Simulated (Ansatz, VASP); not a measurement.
**One calculation of Zr, two programs**

```
Zr
1.0
    -1.78772    1.78772    1.78772
     1.78772   -1.78772    1.78772
     1.78772    1.78772   -1.78772
Zr
1
Direct
  0.00000 0.00000 0.00000
```

Change from the starting cell: volume scaled by 1, PAW files.

Alike in both runs: task single point; functional PBE; k mesh 16 × 16 × 16; occupations fermi-dirac, width 0.05 eV; no spin polarisation.

|  | VASP | Ansatz |
| --- | --- | --- |
| version | VASP 6.6.1 | Ansatz 0.2.0 |
| potentials or method | VASP PAW PBE potentials, release 64 (Zr_sv) | PAW with Ansatz's default frozen-core files, scalar-relativistic |
| plane-wave cutoff (eV) | 520 | 420 |
| valence electrons in the cell | 12 | 12 |

|  | VASP | Ansatz | Ansatz less VASP |
| --- | --- | --- | --- |
| pressure (GPa) | 0.0 | 0.0 | -0.04 |
